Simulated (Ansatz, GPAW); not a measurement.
# Ballistic transport through an Al chain with one Cu atom in line, from relaxation to T(E), part 2 of 4

How well does an Al chain with one Cu atom in line conduct once its atoms have relaxed, and how much do cheaper levels lose?

GPAW 26.7.0 and Ansatz 0.2.0; Ansatz plane waves; relaxation of the junction with the lead ends held (the session's first sound run).

So far. Step 2 (Relaxing the atoms): The relaxation lowered the energy of the cell by 0.171 eV.

**3. Plane-wave reference (PBE)**

A plane-wave run comes first: its basis does not favour the atoms, so it serves as the reference for the orbital bases.

This step: Ansatz plane waves; Landauer transmission by layers, zero bias (Ansatz 0.2.0).

input.yaml reads:

```yaml
crystal:
  lattice:
    - [9.0, 0.0, 0.0]
    - [0.0, 9.0, 0.0]
    - [0.0, 0.0, 35.8478]
  atoms:
    - { symbol: Al, position: [0.5, 0.5, 0.0334748576] }
    - { symbol: Al, position: [0.5, 0.5, 0.1004245728] }
    - { symbol: Al, position: [0.5, 0.5, 0.167374288] }
    - { symbol: Al, position: [0.5, 0.5, 0.2343240031] }
    - { symbol: Al, position: [0.5, 0.5, 0.3012737183] }
    - { symbol: Al, position: [0.4270483809, 0.4218763606, 0.3654595772] }
    - { symbol: Al, position: [0.4925932523, 0.4901864806, 0.4334893627] }
    - { symbol: Cu, position: [0.5019864052, 0.4993450264, 0.500192367] }
    - { symbol: Al, position: [0.4938147642, 0.4913256548, 0.5669707751] }
    - { symbol: Al, position: [0.4256066289, 0.4211156303, 0.6346617422] }
    - { symbol: Al, position: [0.5, 0.5, 0.6987262817] }
    - { symbol: Al, position: [0.5, 0.5, 0.7656759969] }
    - { symbol: Al, position: [0.5, 0.5, 0.832625712] }
    - { symbol: Al, position: [0.5, 0.5, 0.8995754272] }
    - { symbol: Al, position: [0.5, 0.5, 0.9665251424] }
kpoints:
  mp_grid: { grid: [1, 1, 2] }
hamiltonian:
  xc: pbe
scf:
  occupations: { method: fermi_dirac, width: 0.1 }
output:
  transmission:
    leads: [[0, 1]]
    e_range: [-2, 2]
    de: 0.025
    kmesh: [1, 1]
    reduced_basis: true
  write_potential: true
  write_density: true
  volumetric_format: npy
```

Command:

```console
ansatz run input.yaml --threads 4 --pin off --max-ram 8192MiB --backend cpu --events-out ev --progress --plain --runs-dir out
```

Numbers of over 12 decimals in the logs are rounded to 6 here.

The program printed:

```text
[...]
Crystal: 15 atoms, lattice volume = 2903.672 Å³
Basis set: ecut = 420 eV, 56731 PW (Γ)
Bands: 46, of which v1, the nominal top of the filled ones, is band 31 counted from 1 (30 counted from 0)
Symmetry: 1 space group operations
[...]
k-points: 2
[...]
SCF iter   1: F=—  HF=-14122.875242 eV  |F-HF|=—  |Δ(HF+E_count)|=         —  Δρ=2.40e-3  dr2=2.59e0  ethr=1.77e-3  ⟨swp⟩=10.0  Hψ=487  notcnv=0
[...]
SCF iter  10: F=-14122.726465 eV  HF=-14122.726465 eV  |F-HF|=3.14e-8  |Δ(HF+E_count)|=   2.06e-9  Δρ=7.90e-7  dr2=4.47e-8  ethr=1.64e-10  ⟨swp⟩=7.0  Hψ=287  notcnv=0
SCF 1 converged in 10 iterations: F = -14122.726465 eV  dr2 = 4.47e-8
[...]
transmission: 45 of 270 steps passed
transmission: 90 of 270 steps passed
[...]
transmission: 270 of 270 steps passed
WARN: The output density's exchange-correlation potential varies sharply where the density is thin. Do not read a vacuum level from v_tot or v_xc, or from such a field of the output density. On a cell that repeats whose density bears no net charge and no dipole along the vacuum's axis use v_es (v_loc + v_h of the components); under efield.dipole_correction with no amplitude use v_es + v_field, which holds any externa [...]
SCF converged after 10 iterations
Free energy (F): -14122.726465 eV
[...]
Internal energy: -14122.037824 eV  (E = F + TS)
E sigma→0 (E₀):  -14122.382144 eV
Entropy (-TS):   -0.688641 eV (-45.909 meV/atom)
Fermi energy:    -2.979863 eV
[...]
--- Band table (eV) ---
  k-point 0: bands = [... 27 lower, -3.2519, -3.2267, -3.1021, -2.9280, -2.8600, -2.8309, -2.7500, -2.3495, ... 11 higher]
  k-point 1: bands = [... 27 lower, -3.2390, -3.1175, -3.0834, -3.0633, -2.9434, -2.6720, -2.6255, -2.5236, ... 11 higher]
--- Transmission ---
  basis      : 717 plane waves across, 45 finite elements along
  points     : 1, standing for a mesh of 1 x 1
  filling    : by the input's occupations and mesh, since the crystals that have channels conduct as metals do. If one of these is a semiconductor, that mesh has misplaced its level
  energies   : 161 from -2.000000 to 2.000000 eV about the Fermi level, 0.025000 eV apart; the leads are filled to 0.000000 eV, and channels, transmission and decay are at 0.000000 eV
  crystal 0  : Al1, at the sites [0, 1], period 2.4000 Å, over 24.00 Å; its Hamiltonian steps by up to 11.1 meV
    offset         : up to 0.0000 Å between an atom of the period and one for which it stands
    filled         : 19.2 meV over the level at which it is neutral
    channels       : 2.000000e0 a spin
    conductance    : 1.9131e14 S/m² at 300 K; may be off by some 0.0 % by where its bands' edges are placed, 0.0 % from the distance to neutral
  junction   : crystal 0 to crystal 0, 0.70 to 34.15 Å
    transmission   : 1.059074e0 a spin
    error estimate : 3.520620e-4 a spin from the reduction of the transverse basis, at the most 1.814743e-3 at -0.325000 eV
    conductance    : 1.0136e14 S/m² at 300 K (1.0136e14 on every other energy)
    error estimate : 0.0 % from the energy spacing and 0.0 % from band edges of the leads and from resonances (wavevectors taken as independent; lower de), 0.1 % from the reduction of the transverse basis, 1.1 % from the steps of its leads' Hamiltonians or their offsets (lay more layers), 0.9 % from the distance to neutral
    resistance     : 4.6390e-3 Ω µm² beyond half of each lead's own
```

Run time: 61 s. Hardware: 4 threads of Arm Neoverse V1, shared host; peak memory 2.3 GiB; 3.2 min of CPU time.

In the SCF lines HF is the Harris–Foulkes energy and dr2 the Hartree energy of the density residual, in eV; the loop may stop once dr2 is under the threshold and the program's other checks hold. Hψ counts applications of the Hamiltonian.

This step gave:

| Quantity | Value |
| --- | --- |
| free energy | -14122.7265 eV |
| lead level | 0 eV from the Fermi level |
| transmission at the Fermi level (one spin) | 1.059 |
| open channels of the lead at the Fermi level (one spin) | 2 |
| step of the potential along the lead | 11.1 meV |
| offset of the lead | 0 Å |
| filling of the lead less its bulk value, in size | 19.2 meV |
| conductance | 1.060 G₀ |

One spin. The transmission, zone mean by energy, zero at the Fermi level:

energy (eV), transmission, zone mean and a bar:
```
   -2.000       0.00 
   -1.900       0.08 #
   -1.800       0.22 ###
   -1.700       0.38 ######
   -1.600       0.56 ########
   -1.500       0.77 ###########
   -1.400       0.98 ##############
   -1.375       1.00 ###############
   -1.300       0.73 ###########
   -1.200       0.00 
   -1.100       0.00 
   -1.000       0.00 
   -0.900       0.00 
   -0.800       0.00 
   -0.700       0.00 
   -0.600       0.00 
   -0.500       0.00 
   -0.400       0.43 ######
   -0.300       1.00 ###############
   -0.200       1.02 ###############
   -0.100       1.02 ###############
    0.000       1.06 ################
    0.100       1.11 ################
    0.200       1.10 ################
    0.300       1.06 ################
    0.400       1.02 ###############
    0.500       1.01 ###############
    0.600       1.06 ################
    0.700       1.19 ##################
    0.800       1.40 #####################
    0.900       1.41 #####################
    1.000       1.55 #######################
    1.100       1.59 ########################
    1.200       1.63 ########################
    1.300       1.66 #########################
    1.400       1.71 #########################
    1.500       1.76 ##########################
    1.600       1.82 ###########################
    1.700       1.87 ############################
    1.800       1.93 #############################
    1.900       1.99 #############################
    2.000       2.03 ##############################
```

One spin. The open channels, zone mean by energy, zero at the Fermi level:

energy (eV), open channels, zone mean and a bar:
```
   -2.000       1.00 ##########
   -1.900       1.00 ##########
   -1.800       1.00 ##########
   -1.700       1.00 ##########
   -1.600       1.00 ##########
   -1.500       1.00 ##########
   -1.400       1.00 ##########
   -1.300       1.00 ##########
   -1.200       0.00 
   -1.100       0.00 
   -1.000       0.00 
   -0.900       0.00 
   -0.800       0.00 
   -0.700       0.00 
   -0.600       0.00 
   -0.500       0.00 
   -0.400       2.00 ####################
   -0.300       2.00 ####################
   -0.200       2.00 ####################
   -0.100       2.00 ####################
    0.000       2.00 ####################
    0.100       2.00 ####################
    0.200       2.00 ####################
    0.300       2.00 ####################
    0.400       2.00 ####################
    0.500       2.00 ####################
    0.600       2.00 ####################
    0.700       2.00 ####################
    0.800       2.00 ####################
    0.900       2.00 ####################
    1.000       3.00 ##############################
    1.100       3.00 ##############################
    1.200       3.00 ##############################
    1.300       3.00 ##############################
    1.400       3.00 ##############################
    1.500       3.00 ##############################
    1.600       3.00 ##############################
    1.700       3.00 ##############################
    1.800       3.00 ##############################
    1.900       3.00 ##############################
    2.000       3.00 ##############################
```

Crystal 0, spin -, k parallel (0, 0); distinct values, listed up to 1.5 1/Å. Table of Im kz of the slowest decaying states by energy, zero at the Fermi level:

```tsv
energy (eV)	decay 1 (Å⁻¹)	decay 2 (Å⁻¹)	decay 3 (Å⁻¹)	decay 4 (Å⁻¹)
-2.0000	0.670	0.671	1.15	1.26
-1.7500	0.616	0.616	1.12	1.23
-1.5000	0.556	0.556	1.09	1.21
-1.2500	0.0144	0.488	0.489	1.06
-1.0000	0.0804	0.410	0.411	1.03
-0.7500	0.104	0.313	0.313	0.998
-0.5000	0.116	0.166	0.167	0.965
-0.2500	0.121	0.930	1.06	1.15
0.0000	0.119	0.894	1.03	1.12
0.2500	0.110	0.857	1.000	1.09
0.5000	0.0926	0.817	0.966	1.06
0.7500	0.0612	0.776	0.932	1.03
1.0000	0.732	0.896	0.994	1.08
1.2500	0.686	0.858	0.960	1.05
1.5000	0.636	0.819	0.925	1.02
1.7500	0.581	0.778	0.889	0.984
2.0000	0.521	0.734	0.851	0.950
```

Crystal 0, spin -, k parallel (0, 0). The Re kz of states that move upwards by energy, zero at the Fermi level:

```tsv
energy (eV)	channel 1 (Å⁻¹)	channel 2 (Å⁻¹)	channel 3 (Å⁻¹)
-2.000	1.13	-	-
-1.800	1.17	-	-
-1.600	1.20	-	-
-1.400	1.24	-	-
-1.200	-	-	-
-1.000	-	-	-
-0.800	-	-	-
-0.600	-	-	-
-0.400	0.0143	0.0222	-
-0.200	0.238	0.238	-
0.000	0.336	0.336	-
0.200	0.411	0.412	-
0.400	0.475	0.475	-
0.600	0.531	0.531	-
0.800	0.581	0.582	-
1.000	-1.26	0.628	0.628
1.200	-1.22	0.671	0.672
1.400	-1.19	0.712	0.712
1.600	-1.16	0.751	0.751
1.800	-1.13	0.787	0.787
2.000	-1.11	0.822	0.822
```

The electrostatic potential energy of an electron (with the applied field's), less the Fermi level, planar mean oscillates, so the rows of the table below give means over windows of 2.39 Å about each position, cut where the curve ends. Its maxima inside the range that stand out by 2 % of the span (Å: eV): 2.4: 3.83, 4.8: 3.83, 7.2: 3.81, 9.6: 3.79, 11.9: 3.69, 14.3: 3.56, 16.9: 3.63, 19.0: 3.63, 21.7: 3.55, 23.9: 3.69, 26.3: 3.79, 28.7: 3.81, 31.1: 3.83, 33.5: 3.83. Its first 14 minima: 1.2: 3.03, 3.6: 3.03, 6.0: 3.02, 8.4: 3.00, 10.8: 3.00, 13.1: 2.93, 15.5: 2.65, 17.9: 2.40, 20.3: 2.65, 22.7: 2.93, 25.1: 3.00, 27.5: 3.00, 29.9: 3.02, 32.3: 3.03.

The electrostatic potential energy of an electron (with the applied field's), less the Fermi level, planar mean by z; means over each step:

z (Å), electrostatic potential energy of an electron (with the applied field's), less the Fermi level, planar mean (eV) and a bar from the least value:
```
     1.20       3.37 ##############################
     3.58       3.37 ##############################
     5.97       3.36 #############################
     8.36       3.34 ############################
    10.75       3.32 ##########################
    13.14       3.23 #################
    15.53       3.03 
    17.92       3.08 ####
    20.31       3.03 
    22.70       3.23 ##################
    25.09       3.32 ##########################
    27.48       3.34 ############################
    29.87       3.36 #############################
    32.26       3.37 ##############################
    34.65       3.34 ###########################
```

Valence density, planar mean against z:

```tsv
z (Å)	valence density, planar mean (e/Å³)
0	0.0176
1	0.0130
2	0.0170
3	0.0157
4	0.0142
5	0.0175
6	0.0127
7	0.0176
8	0.0140
9	0.0159
10	0.0167
11	0.0140
12	0.0184
13	0.0139
14	0.0167
15	0.0143
16	0.0135
17	0.0173
18	0.305
19	0.0156
20	0.0127
21	0.0153
22	0.0166
23	0.0144
24	0.0185
25	0.0134
26	0.0171
27	0.0147
28	0.0152
29	0.0173
30	0.0129
31	0.0176
32	0.0133
33	0.0168
34	0.0161
35	0.0138
```

T at the Fermi level is 1.06 of 2 open channels a spin.

**4. Double-zeta polarised basis**

Localised orbitals split the wire into layers that couple to their neighbours alone, which is what the Green's function method needs; double zeta with polarisation is the usual level for numbers.

This step: GPAW LCAO, PAW setups; Landauer transmission from Green's functions with principal layers (ASE), zero bias (GPAW 26.7.0).

run.py reads:

```python
import json
import numpy as np
from ase import Atoms
from ase.transport.calculators import TransportCalculator
from gpaw import GPAW, FermiDirac
from gpaw.lcao.tools import get_lcao_hamiltonian
from scipy.linalg import eigh

# The junction with lead layers at both ends, along the third cell vector
device = Atoms(
    ['Al', 'Al', 'Al', 'Al', 'Al', 'Al', 'Al', 'Cu', 'Al', 'Al', 'Al', 'Al', 'Al', 'Al', 'Al'],
    positions=[
        [4.50000, 4.50000, 1.20000],
        [4.50000, 4.50000, 3.60000],
        [4.50000, 4.50000, 6.00000],
        [4.50000, 4.50000, 8.40000],
        [4.50000, 4.50000, 10.80000],
        [3.84344, 3.79689, 13.10092],
        [4.43334, 4.41168, 15.53964],
        [4.51788, 4.49411, 17.93080],
        [4.44433, 4.42193, 20.32465],
        [3.83046, 3.79004, 22.75123],
        [4.50000, 4.50000, 25.04780],
        [4.50000, 4.50000, 27.44780],
        [4.50000, 4.50000, 29.84780],
        [4.50000, 4.50000, 32.24780],
        [4.50000, 4.50000, 34.64780]],
    cell=[[9.0, 0.0, 0.0], [0.0, 9.0, 0.0], [0.0, 0.0, 35.8478]],
    pbc=True)

# One principal layer of the lead: the first 4 atoms of the device
lead = Atoms(
    ['Al', 'Al', 'Al', 'Al'],
    positions=[
        [4.50000, 4.50000, 1.20000],
        [4.50000, 4.50000, 3.60000],
        [4.50000, 4.50000, 6.00000],
        [4.50000, 4.50000, 8.40000]],
    cell=[[9.0, 0.0, 0.0], [0.0, 9.0, 0.0], [0.0, 0.0, 9.6]],
    pbc=True)

settings = dict(mode='lcao', basis='dzp', xc='PBE', h=0.2,
                occupations=FermiDirac(0.1), maxiter=250,
                mixer=dict(beta=0.1, nmaxold=8, weight=100.0),
                convergence=dict(density=0.0001))
energies = np.arange(-2, 2 + 1e-9, 0.025)
eta = 0.0001
n1, n2 = 1, 1
# k and -k transmit alike, so half of the mesh across the current serves
mesh = [(i, j) for i in range(n1) for j in range(n2) if (i, j) <= (-i % n1, -j % n2)]
weights = np.array([1 if (i, j) == (-i % n1, -j % n2) else 2 for i, j in mesh]) / (n1 * n2)

# [... helper functions left out ...]
fermi_lead = ground_state(lead, (1, 1, 12), 'lead.txt')
fermi_device = ground_state(device, (1, 1, 2), 'device.txt')
# [... loop over the mesh left out, but for ...]
        # Shift the lead onto the potential of the device's first layer
        shift = ((H[:, 0, 0] - H0[:, 0, 0]) / S0[0, 0]).real.mean()
# [...]
kT = 8.617333e-5 * 300
bias = [0.1, 0.2, 0.5, 1.0, 1.5, 2.0]
# [... integrals and printing left out ...]
```

Command:

```console
OMP_NUM_THREADS=1 OPENBLAS_NUM_THREADS=1 python run.py
```

The program printed:

```text
basis functions: device 197, principal layer 52
Fermi level: lead -3.1259 eV, device -3.0115 eV; lead shifted by 0.0087 eV
largest coupling past the next layer 1.42e-15 eV, largest misfit of the first layer 0.024 eV
  E-E_F (eV)   T (one spin)  channels
    -2.000    8.8868e-02    1.0000
    -1.975    3.6178e-02    1.0000
    -1.950    8.0628e-03    1.0000
    -1.925    3.6784e-06    1.0000
    -1.900    7.1826e-03    1.0000
    -1.875    2.5418e-02    1.0000
    -1.850    5.1609e-02    1.0000
    -1.825    8.6228e-02    1.0000
    -1.800    1.1392e-01    1.0000
    -1.775    1.5238e-01    1.0000
    -1.750    1.9188e-01    1.0000
    -1.725    2.3288e-01    1.0000
    -1.700    2.7540e-01    1.0000
    -1.675    3.1956e-01    1.0000
    -1.650    3.6557e-01    1.0000
    -1.625    4.1368e-01    1.0000
[...]
1.825    1.4256e+00    3.0000
     1.850    1.4346e+00    3.0000
     1.875    1.4435e+00    3.0000
     1.900    1.4523e+00    3.0000
     1.925    1.4611e+00    3.0000
     1.950    1.4697e+00    3.0000
     1.975    1.4781e+00    3.0000
     2.000    1.4864e+00    3.0000
conductance at 300 K: 1.0149 G0 a cell; thermopower -1.73 uV/K
current from the zero-bias T(E) at 0.1 V: 7.8658 uA
current from the zero-bias T(E) at 0.2 V: 15.741 uA
current from the zero-bias T(E) at 0.5 V: 39.294 uA
current from the zero-bias T(E) at 1.0 V: 66.726 uA
current from the zero-bias T(E) at 1.5 V: 84.212 uA
current from the zero-bias T(E) at 2.0 V: 107.58 uA
```

It took 96 s on 1 thread; peak memory 1.2 GiB.

Numbers from this step:

```
conductance                                    : 1.015 G₀
thermopower                                    : -1.730 μV/K
largest coupling past the next principal layer : 1.42e-15 eV
largest misfit of the first principal layer    : 0.02358 eV
shift that aligns the lead                     : 0.008748 eV
basis functions of the junction                : 197
basis functions of a principal layer           : 52
transmission at the Fermi level (one spin)     : 1.014
```

One spin. Table of transmission, zone mean by energy, zero at the Fermi level:

energy (eV), transmission, zone mean and a bar:
```
   -2.000       0.09 ##
   -1.800       0.11 ##
   -1.600       0.46 #########
   -1.400       0.96 ###################
   -1.375       0.99 ####################
   -1.200       0.00 
   -1.000       0.00 
   -0.800       0.00 
   -0.600       0.00 
   -0.400       0.00 
   -0.200       1.01 ####################
    0.000       1.01 ####################
    0.125       1.04 #####################
    0.200       1.02 #####################
    0.400       0.90 ##################
    0.600       0.87 ##################
    0.800       1.08 ######################
    1.000       1.33 ###########################
    1.200       1.30 ##########################
    1.400       1.30 ##########################
    1.600       1.35 ###########################
    1.800       1.42 #############################
    2.000       1.49 ##############################
```

Crossings of the lead's bands, unfolded to its shortest repeat. The open channels, zone mean by energy, zero at the Fermi level:

```tsv
energy (eV)	open channels, zone mean
-2.000	1
-1.800	1
-1.600	1
-1.400	1
-1.200	0
-1.000	0
-0.800	0
-0.600	0
-0.400	0
-0.200	2
0.000	2
0.200	2
0.400	2
0.600	2
0.800	2
1.000	3
1.200	3
1.400	3
1.600	3
1.800	3
2.000	3
```

Not self-consistent under bias; the bias window is split evenly. Current through one cell, from the zero-bias transmission against bias:

```tsv
bias (V)	current through one cell, from the zero-bias transmission (μA)
0.100	7.87
0.200	15.7
0.500	39.3
1.000	66.7
1.500	84.2
2.000	108
```

Table of transmission of the three most open eigenchannels by energy, zero at the Fermi level:

```tsv
energy (eV)	channel 1	channel 2	channel 3
-2.000	0.0889	0	0
-1.800	0.114	0	0
-1.600	0.464	0	0
-1.400	0.957	0	0
-1.200	2.4e-8	0	0
-1.000	5.8e-9	0	0
-0.800	9.8e-10	0	0
-0.600	7.1e-11	0	0
-0.400	1.4e-6	3.9e-10	1.2e-12
-0.200	0.969	0.0435	0
0.000	0.762	0.252	0
0.200	0.583	0.441	0
0.400	0.485	0.417	2.2e-12
0.600	0.508	0.360	1.5e-11
0.800	0.737	0.341	4.1e-10
1.000	0.946	0.350	0.0380
1.200	0.833	0.377	0.0873
1.400	0.759	0.418	0.123
1.600	0.710	0.468	0.170
1.800	0.663	0.511	0.243
2.000	0.600	0.532	0.354
```

At the Fermi level T is 1.01 against 1.06 in plane waves. Couplings past the next layer reach 1.4e-15 eV, small enough to drop; the matrix elements of the cell's first layer differ from the bulk lead's by up to 0.024 eV. That layer keeps its own values in the calculation, and only beyond it is the lead taken as perfect. The Fermi levels of lead and junction count from different zeros of potential, one for each periodic cell; with both set to zero, the small remaining shift is what aligns them. By hand: G = 1.015 × 77.48 μS = 78.6 μS, a resistance of 12.7 kΩ; at 0.1 V a linear junction would pass 7.86 μA, and the integral over the bias window gives 7.87 μA. Mott's formula, S = -(π²/3)(k_B²T/e) d ln T/dE, has the prefactor 7.33 μV/K·eV at 300 K; T = 1.006 at -0.025 eV and 1.022 at 0.025 eV give a slope of 0.317 per eV and S = -2.32 μV/K, beside -1.73 μV/K from the thermal integral, which interpolates the same grid.

[end of part 2 of 4]

[Logs are printed without paths, hosts, clocks, repeated set-up lines and the standing remarks that a program may print on its own settings, such as how far it seeks lower states.]

[Hosts, paths, dates, database ids (printed as entryN), source tags and the programs' standing remarks are cut or masked in the printed files.]
